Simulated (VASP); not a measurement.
# Cu (P6_3/mmc) in VASP: notebook

Runs on Cu. Level: PBE. Tasks: single point.

All numbers are computed with VASP 6.6.1; they aren't measurements. Logs are shortened: lines on timing, memory, paths and dates and some standing lists are left out, and cuts for length are marked.

### 1 The structure

The structure is hexagonal, space group P6_3/mmc (No. 194). The conventional cell has a = 2.534 Å, b = 2.534 Å, c = 4.113 Å, α = 90.00°, β = 90.00°, γ = 120.00°. Cu (site symmetry -6m2) is surrounded by 12 Cu at 2.52 to 2.53 Å.

This isn't the form of Cu at room conditions, which is fcc.

### 2 Single point, PBE

INCAR

```
SYSTEM = Cu
PREC = Accurate ; ENCUT = 400
EDIFF = 1E-4 ; ISMEAR = -1
SIGMA = 0.15 ; LREAL = .FALSE.
LASPH = .TRUE. ; NELM = 100
ALGO = Normal ; ISIF = 2
LWAVE = .FALSE. ; LCHARG = .FALSE.
GGA = PE ; NBANDS = 18
ADDGRID = .FALSE.
```

KPOINTS

```
Automatic mesh
0
G
  6 6 3
  0 0 0
```

POSCAR

```
Cu
1.0
    2.5340966698      0.0000000000      0.0000000000
   -1.2670483349      2.1945920917      0.0000000000
    0.0000000000      0.0000000000      4.1125710000
Cu
2
Direct
    0.6666666667      0.3333333333      0.7500000000
    0.3333333333      0.6666666667      0.2500000000
```

Potentials or basis: VASP PAW PBE potentials, release 64 (Cu).

The run is started by

```sh
$ cat potpaw_PBE.64/Cu/POTCAR > POTCAR
$ mpirun -np 1 vasp_std > vasp.out
```

OUTCAR:

```text
SYSTEM = Cu
   PREC = Accurate
   ENCUT = 400
   EDIFF = 1E-4
   ISMEAR = -1
   LREAL = .FALSE.
   LASPH = .TRUE.
   NELM = 100
   ISIF = 2
   GGA = PE

 Found     14 irreducible k-points:

 Following reciprocal coordinates:
            Coordinates               Weight
  0.000000  0.000000  0.000000      1.000000
  0.166667 -0.000000  0.000000      6.000000
  0.333333 -0.000000  0.000000      6.000000
  0.500000  0.000000  0.000000      3.000000
  0.166667  0.166667  0.000000      6.000000
  0.333333  0.166667  0.000000     12.000000
   k-points           NKPTS =     14   k-points in BZ     NKDIM =     14   number of bands    NBANDS=     18
   number of dos      NEDOS =    301   number of ions     NIONS =      2
   total plane-waves  NPLWV =   9072
   dimension x,y,z NGX =    18 NGY =   18 NGZ =   28
   dimension x,y,z NGXF=    36 NGYF=   36 NGZF=   56
   ions per type =               2
   NGX,Y,Z   is equivalent  to a cutoff of  11.81, 11.81, 11.32 a.u.
   NGXF,Y,Z  is equivalent  to a cutoff of  23.62, 23.62, 22.64 a.u.
 SYSTEM =  Cu
   PREC   = accura    normal or accurate (medium, high low for compatibility)
   ISTART =      0    job   : 0-new  1-cont  2-samecut
   ICHARG =      2    charge: 1-file 2-atom 10-const
   ISPIN  =      1    spin polarized calculation?
   LNONCOLLINEAR =      F non collinear calculations
   LSORBIT =      F    spin-orbit coupling
   LASPH  =      T    aspherical Exc in radial PAW
   ENCUT  =  400.0 eV  29.40 Ry    5.42 a.u.   4.13  4.13  6.71*2*pi/ulx,y,z
   NELM   =    100;   NELMIN=  2; NELMDL= -5     # of ELM steps
   EDIFF  = 0.1E-03   stopping-criterion for ELM
   LREAL  =      F    real-space projection
   EDIFFG = 0.1E-02   stopping-criterion for IOM
   NSW    =      0    number of steps for IOM
   IBRION =     -1    ionic relax: 0-MD 1-quasi-New 2-CG
   NFREE  =      0    steps in history (QN), initial steepest desc. (CG)
   ISIF   =      2    stress and relaxation
   ISYM   =      2    0-nonsym 1-usesym 2-fastsym
   POTIM  = 0.5000    time-step for ionic-motion
   TEBEG  =    0.0;   TEEND  =   0.0 temperature during run
   PSTRESS=    0.0 pullay stress
   NELECT =      22.0000    total number of electrons
   NUPDOWN=      -1.0000    fix difference up-down
   EMIN   =  10.00;   EMAX   =-10.00  energy-range for DOS
   EFERMI =   0.00;   METHOD = LEGACY
   ISMEAR =    -1;   SIGMA  =   0.15  broadening in eV -4-tet -1-fermi 0-gaus
   EFERMI_NEDOS =   21; number of points for ismear=-14 and -15
   IALGO  =     38    algorithm
   IMIX   =      4    mixing-type and parameters
     AMIX     =   0.40;   BMIX     =  1.00
     AMIX_MAG =   1.60;   BMIX_MAG =  1.00
  volume/ion in A,a.u.               =      11.44        77.17
  Fermi-wavevector in a.u.,A,eV,Ry     =   1.616041  3.053874 35.532800  2.611587
  Thomas-Fermi vector in A             =   2.710691
   LORBIT       =      0    0 simple, 1 ext, 2 COOP (PROOUT), +10 PAW based schemes
   GGA     = PE    functional components
   LHFCALC =     F    Hartree Fock is set to
   AEXX    =    0.0000 exact exchange contribution
   IVDW    =     0    specifies the selected vdW correction
   LEPSILON=     F    determine dielectric tensor
   LRPA    =     F    only Hartree local field effects (RPA)
 non-spin polarized calculation
  energy-cutoff  :      400.00
  volume of cell :       22.87
 maximum number of plane-waves:       428
 NGX is ok and might be reduce to    18
   NGX =  9   NGY =  9   NGZ = 13

 number of electron      21.9999989 magnetization

 Free energy of the ion-electron system (eV)
  ---------------------------------------------------
  ext. energy  EPLUGINS =         0.00000000
  ---------------------------------------------------
  free energy    TOTEN  =        -7.31679028 eV

  energy without entropy =       -7.21178443  energy(sigma->0) =       -7.26428735

 E-fermi :   7.9643     XC(G=0): -12.9194

 val. band max:        7.9528224820   @ k =   0.5000   0.0000   0.0000
 cond. band min:       8.0252887549   @ k =   0.3333   0.1667   0.3333
 fundamental gap:      0.0724662729
 Fermi energy:         7.9643132541

 k-point     1 :       0.0000    0.0000    0.0000
  band No.  band energies     occupation
      1      -1.6121      2.00000
      2       2.7185      2.00000
      3       4.8484      2.00000
      4       4.8923      2.00000
      5       4.8923      2.00000
      6       5.1157      2.00000
      7       5.1157      2.00000
      8       5.3867      2.00000
      9       5.3867      2.00000
     10       6.1829      1.99999
     11       6.1829      1.99999
     12       6.9503      1.99768
     13      11.9776      0.00000
     14      29.5210      0.00000
     15      30.0783      0.00000
     16      30.0783      0.00000
     17      31.7480      0.00000
     18      31.7481      0.00000

 k-point     2 :       0.1667   -0.0000    0.0000
  band No.  band energies     occupation
      1      -0.7137      2.00000
      2       3.1758      2.00000
      3       4.5115      2.00000
      4       4.6983      2.00000
      5       4.9455      2.00000
      6       5.2096      2.00000
      7       5.2137      2.00000
      8       5.2248      2.00000
      9       5.3395      2.00000
     10       5.3970      2.00000
     11       6.2470      1.99998
     12       9.2061      0.00051
     13      12.2462      0.00000
     14      22.3209      0.00000
     15      25.9325      0.00000
     16      28.0689      0.00000
     17      30.0083      0.00000
     18      31.8721      0.00000

 k-point     3 :       0.3333   -0.0000    0.0000
  band No.  band energies     occupation
      1       1.5908      2.00000
      2       3.4751      2.00000
      3       3.7645      2.00000
      4       4.4114      2.00000
      5       4.9171      2.00000
      6       4.9468      2.00000
      7       5.0558      2.00000
      8       5.9142      2.00000
      9       6.0123      2.00000
     10       6.0296      1.99999
     11       6.3163      1.99997
     12      12.6518      0.00000
     13      13.0637      0.00000
     14      15.4464      0.00000
     15      22.5196      0.00000
     16      23.2385      0.00000
     17      23.8235      0.00000
     18      27.8011      0.00000

 k-point     4 :       0.5000    0.0000    0.0000
  band No.  band energies     occupation
      1       2.9822      2.00000
      2       3.2290      2.00000
      3       3.4690      2.00000
      4       4.7873      2.00000
      5       4.8156      2.00000
      6       4.9229      2.00000
      7       5.1567      2.00000
      8       6.2739      1.99997
      9       6.3359      1.99996
     10       6.3799      1.99995
     11       7.9528      1.03828
     12       9.5683      0.00005
     13      15.9163      0.00000
     14      16.3500      0.00000
     15      18.8759      0.00000
     16      19.3267      0.00000
     17      21.2203      0.00000
     18      27.2921      0.00000

 k-point     5 :       0.1667    0.1667    0.0000
  band No.  band energies     occupation
      1       0.9327      2.00000
      2       3.6989      2.00000
      3       4.0056      2.00000
      4       4.1304      2.00000
      5       4.8312      2.00000
      6       4.9014      2.00000
      7       5.2431      2.00000
      8       5.4263      2.00000
      9       5.8139      2.00000
     10       6.0745      1.99999
     11       6.2577      1.99998
     12      11.6782      0.00000
     13      13.0120      0.00000
     14      18.9113      0.00000
     15      19.0086      0.00000
     16      26.9456      0.00000
     17      26.9536      0.00000
     18      27.7502      0.00000

 k-point     6 :       0.3333    0.1667    0.0000
  band No.  band energies     occupation
      1       3.0362      2.00000
      2       3.5808      2.00000
      3       3.5999      2.00000
      4       4.2433      2.00000
      5       4.6788      2.00000
      6       4.9401      2.00000
      7       5.1590      2.00000
      8       5.9542      2.00000
      9       6.2500      1.99998
     10       6.2820      1.99997
     11       7.6299      1.80576
     12      12.0040      0.00000
     13      15.3673      0.00000
     14      15.8068      0.00000
     15      17.0598      0.00000
     16      20.9514      0.00000
     17      21.5462      0.00000
     18      25.3676      0.00000

 [... further k-points ...]

------------------------ aborting loop because EDIFF is reached ----------------------------------------

  FORCE on cell =-STRESS in cart. coord.  units (eV):
  Direction    XX          YY          ZZ          XY          YZ          ZX
  --------------------------------------------------------------------------------------
  -------------------------------------------------------------------------------------
  Total        0.9788050      0.9788050      0.8363373      0.0000000      0.0000000     -0.0000000
  in kB       68.5671939     68.5671939     58.5870497      0.0000000      0.0000000     -0.0000000
  external PRESSURE =      65.2404792 kB  Pullay stress =       0.0000000 kB

 VOLUME and BASIS-vectors are now :
 -----------------------------------------------------------------------------
  energy-cutoff  :      400.00
  volume of cell :       22.87
      direct lattice vectors                 reciprocal lattice vectors
     2.534096670  0.000000000  0.000000000     0.394617937  0.227832772  0.000000000
    -1.267048335  2.194592092  0.000000000     0.000000000  0.455665544  0.000000000
     0.000000000  0.000000000  4.112571000     0.000000000  0.000000000  0.243156896

 POSITION                                       TOTAL-FORCE (eV/Angst)
 -----------------------------------------------------------------------------------
      1.26705      0.73153      3.08443         0.000000     -0.000000      0.000000
     -0.00000      1.46306      1.02814        -0.000000      0.000000      0.000000
 -----------------------------------------------------------------------------------
    total drift:                               -0.000000      0.000000     -0.000000

  FREE ENERGIE OF THE ION-ELECTRON SYSTEM (eV)
  ---------------------------------------------------
  free  energy   TOTEN  =        -7.3167902754 eV

  energy  without entropy=       -7.2117844308  energy(sigma->0) =       -7.26428735
```

Run time: 7.4 s. Hardware: 1 thread of AMD EPYC 7R13 (Zen 3), shared host; peak memory 0.09 GiB.

The run converged, but some of its settings lie outside the range that counts as converged, so its numbers aren't taken as properties of the crystal.

Results:

```
Free energy            : -7.3168 eV
Pressure               : 6.5 GPa
Band gap on the k mesh : none (metal or under the smearing width)
```

Caveat: the k mesh is coarse (spacing up to 0.51 Å⁻¹), so the values aren't converged.

### 3 Single point, PBE

INCAR, as its differences from that of step 2:

```diff
@@ -2,3 +2,3 @@
 PREC = Accurate ; ENCUT = 400
-EDIFF = 1E-4 ; ISMEAR = -1
+EDIFF = 1E-5 ; ISMEAR = -1
 SIGMA = 0.15 ; LREAL = .FALSE.
```

KPOINTS is that of step 2.

POSCAR is that of step 2.

Potentials or basis: VASP PAW PBE potentials, release 64 (Cu).

The run is started by

```sh
$ cat potpaw_PBE.64/Cu/POTCAR > POTCAR
$ mpirun -np 1 vasp_std > vasp.out
```

OUTCAR:

```text
SYSTEM = Cu
   PREC = Accurate
   ENCUT = 400
   EDIFF = 1E-5
   ISMEAR = -1
   LREAL = .FALSE.
   LASPH = .TRUE.
   NELM = 100
   ISIF = 2
   GGA = PE

 Found     14 irreducible k-points:

 Following reciprocal coordinates:
            Coordinates               Weight
  0.000000  0.000000  0.000000      1.000000
  0.166667 -0.000000  0.000000      6.000000
  0.333333 -0.000000  0.000000      6.000000
  0.500000  0.000000  0.000000      3.000000
  0.166667  0.166667  0.000000      6.000000
  0.333333  0.166667  0.000000     12.000000
   k-points           NKPTS =     14   k-points in BZ     NKDIM =     14   number of bands    NBANDS=     18
   number of dos      NEDOS =    301   number of ions     NIONS =      2
   total plane-waves  NPLWV =   9072
   dimension x,y,z NGX =    18 NGY =   18 NGZ =   28
   dimension x,y,z NGXF=    36 NGYF=   36 NGZF=   56
   ions per type =               2
   NGX,Y,Z   is equivalent  to a cutoff of  11.81, 11.81, 11.32 a.u.
   NGXF,Y,Z  is equivalent  to a cutoff of  23.62, 23.62, 22.64 a.u.
 SYSTEM =  Cu
   PREC   = accura    normal or accurate (medium, high low for compatibility)
   ISTART =      0    job   : 0-new  1-cont  2-samecut
   ICHARG =      2    charge: 1-file 2-atom 10-const
   ISPIN  =      1    spin polarized calculation?
   LNONCOLLINEAR =      F non collinear calculations
   LSORBIT =      F    spin-orbit coupling
[... 53 lines left out ...]

 val. band max:        7.9520155039   @ k =   0.5000   0.0000   0.0000
 cond. band min:       8.0244698695   @ k =   0.3333   0.1667   0.3333
 fundamental gap:      0.0724543656
 Fermi energy:         7.9635343514

 k-point     1 :       0.0000    0.0000    0.0000
  band No.  band energies     occupation
      1      -1.6119      2.00000
      2       2.7175      2.00000
      3       4.8468      2.00000
      4       4.8907      2.00000
      5       4.8907      2.00000
      6       5.1141      2.00000
[... 103 lines left out ...]
      5       4.6773      2.00000
      6       4.9386      2.00000
[... 10 lines left out ...]
     17      21.5464      0.00000
     18      25.3675      0.00000

 [... further k-points ...]

------------------------ aborting loop because EDIFF is reached ----------------------------------------

  FORCE on cell =-STRESS in cart. coord.  units (eV):
  Direction    XX          YY          ZZ          XY          YZ          ZX
  --------------------------------------------------------------------------------------
  -------------------------------------------------------------------------------------
  Total        1.1903496      1.1903496      1.0499895      0.0000000     -0.0000000      0.0000000
  in kB       83.3863005     83.3863006     73.5538036      0.0000000     -0.0000000      0.0000000
  external PRESSURE =      80.1088016 kB  Pullay stress =       0.0000000 kB

 VOLUME and BASIS-vectors are now :
 -----------------------------------------------------------------------------
  energy-cutoff  :      400.00
  volume of cell :       22.87
      direct lattice vectors                 reciprocal lattice vectors
     2.534096670  0.000000000  0.000000000     0.394617937  0.227832772  0.000000000
    -1.267048335  2.194592092  0.000000000     0.000000000  0.455665544  0.000000000
     0.000000000  0.000000000  4.112571000     0.000000000  0.000000000  0.243156896

 POSITION                                       TOTAL-FORCE (eV/Angst)
 -----------------------------------------------------------------------------------
      1.26705      0.73153      3.08443        -0.000000      0.000000      0.000000
     -0.00000      1.46306      1.02814         0.000000     -0.000000      0.000000
 -----------------------------------------------------------------------------------
    total drift:                               -0.000000      0.000000     -0.000000

  FREE ENERGIE OF THE ION-ELECTRON SYSTEM (eV)
  ---------------------------------------------------
  free  energy   TOTEN  =        -7.3167956279 eV

  energy  without entropy=       -7.2117932851  energy(sigma->0) =       -7.26429446
```

stdout:

```text
POSCAR found type information on POSCAR Cu
 POSCAR found :  1 types and       2 ions
 scaLAPACK will be used
 LDA part: xc-table for (Slater+PW92), standard interpolation
 POSCAR, INCAR and KPOINTS ok, starting setup
 FFT: planning ... GRIDC
 FFT: planning ... GRID_SOFT
 FFT: planning ... GRID
 WAVECAR not read
 entering main loop
```

It used 6.5 s of CPU time on 1 thread of AMD EPYC 7R13 Processor (Zen 3) (shared host), which was overloaded at the time.

The run converged, but some of its settings lie outside the range that counts as converged, so its numbers aren't taken as properties of the crystal.

Results:

* Free energy: -7.3168 eV
* Pressure: 8.0 GPa
* Band gap on the k mesh: none (metal or under the smearing width)

Caveat: the k mesh is coarse (spacing up to 0.51 Å⁻¹), so the values aren't converged.

### 4 Single point, PBE

INCAR

```
SYSTEM = Cu
PREC = Accurate ; ENCUT = 400
EDIFF = 1E-6 ; ISMEAR = -1
SIGMA = 0.15 ; LREAL = .FALSE.
LASPH = .TRUE. ; NELM = 100
ALGO = Normal ; ISIF = 2
LWAVE = .FALSE. ; LCHARG = .FALSE.
GGA = PE ; NBANDS = 18
ADDGRID = .TRUE.
```

KPOINTS is that of step 3.

POSCAR is that of step 3.

Potentials or basis: VASP PAW PBE potentials, release 64 (Cu).

The run is started by

```sh
$ cat potpaw_PBE.64/Cu/POTCAR > POTCAR
$ mpirun -np 1 vasp_std > vasp.out
```

OUTCAR:

```text
SYSTEM = Cu
   PREC = Accurate
   ENCUT = 400
   EDIFF = 1E-6
   ISMEAR = -1
   LREAL = .FALSE.
   LASPH = .TRUE.
   NELM = 100
   ISIF = 2
   GGA = PE

 Found     14 irreducible k-points:

 Following reciprocal coordinates:
            Coordinates               Weight
  0.000000  0.000000  0.000000      1.000000
  0.166667 -0.000000  0.000000      6.000000
  0.333333 -0.000000  0.000000      6.000000
  0.500000  0.000000  0.000000      3.000000
  0.166667  0.166667  0.000000      6.000000
[... 204 lines left out ...]

  FORCE on cell =-STRESS in cart. coord.  units (eV):
  Direction    XX          YY          ZZ          XY          YZ          ZX
  --------------------------------------------------------------------------------------
  -------------------------------------------------------------------------------------
  Total        1.1888855      1.1888855      1.0519396      0.0000000     -0.0000000      0.0000000
  in kB       83.2837366     83.2837366     73.6904111      0.0000000     -0.0000000      0.0000000
  external PRESSURE =      80.0859614 kB  Pullay stress =       0.0000000 kB

 VOLUME and BASIS-vectors are now :
 -----------------------------------------------------------------------------
  energy-cutoff  :      400.00
  volume of cell :       22.87
      direct lattice vectors                 reciprocal lattice vectors
     2.534096670  0.000000000  0.000000000     0.394617937  0.227832772  0.000000000
    -1.267048335  2.194592092  0.000000000     0.000000000  0.455665544  0.000000000
     0.000000000  0.000000000  4.112571000     0.000000000  0.000000000  0.243156896

 POSITION                                       TOTAL-FORCE (eV/Angst)
 -----------------------------------------------------------------------------------
      1.26705      0.73153      3.08443         0.000000      0.000000      0.000000
     -0.00000      1.46306      1.02814        -0.000000     -0.000000      0.000000
 -----------------------------------------------------------------------------------
    total drift:                               -0.000000      0.000000     -0.000000

  FREE ENERGIE OF THE ION-ELECTRON SYSTEM (eV)
  ---------------------------------------------------
  free  energy   TOTEN  =        -7.3168061076 eV

  energy  without entropy=       -7.2118038277  energy(sigma->0) =       -7.26430497
```

OSZICAR:

```text
N       E                     dE             d eps       ncg     rms          rms(c)
DAV:   1     0.119588104323E+03    0.11959E+03   -0.88380E+03   528   0.186E+03
DAV:   2    -0.365754303396E+01   -0.12325E+03   -0.11725E+03   506   0.275E+02
DAV:   3    -0.916298775271E+01   -0.55054E+01   -0.53927E+01   600   0.796E+01
DAV:   4    -0.921609996635E+01   -0.53112E-01   -0.53074E-01   614   0.881E+00
DAV:   5    -0.921681126243E+01   -0.71130E-03   -0.71124E-03   626   0.838E-01    0.111E+01
DAV:   6    -0.803959045118E+01    0.11772E+01   -0.11109E+01   534   0.956E+01    0.548E+00
DAV:   7    -0.734526941344E+01    0.69432E+00   -0.22164E+00   564   0.392E+01    0.937E-01
DAV:   8    -0.731908024096E+01    0.26189E-01   -0.11143E-02   740   0.112E+00    0.351E-01
DAV:   9    -0.731678068151E+01    0.22996E-02   -0.29540E-03   632   0.154E+00    0.340E-02
DAV:  10    -0.731680515364E+01   -0.24472E-04   -0.15360E-04   756   0.189E-01    0.461E-03
DAV:  11    -0.731680610760E+01   -0.95396E-06   -0.14492E-06   454   0.299E-02
   1 F= -.73168061E+01 E0= -.72643050E+01  d E =-.105002E+00
```

It used 7.3 s of CPU time on 1 thread of AMD EPYC 7R13 Processor (Zen 3), on a shared host, which was overloaded at the time.

These settings aren't checked as converged: the numbers below hold their error.

Results:

```yaml
Free_energy: -7.3168 eV
Pressure: 8.0 GPa
Band_gap_on_the_k_mesh: none (metal or under the smearing width)
```

Caveat: the k mesh is coarse (spacing up to 0.51 Å⁻¹), so the values aren't converged.

(Part 1 of 2 ends here.)
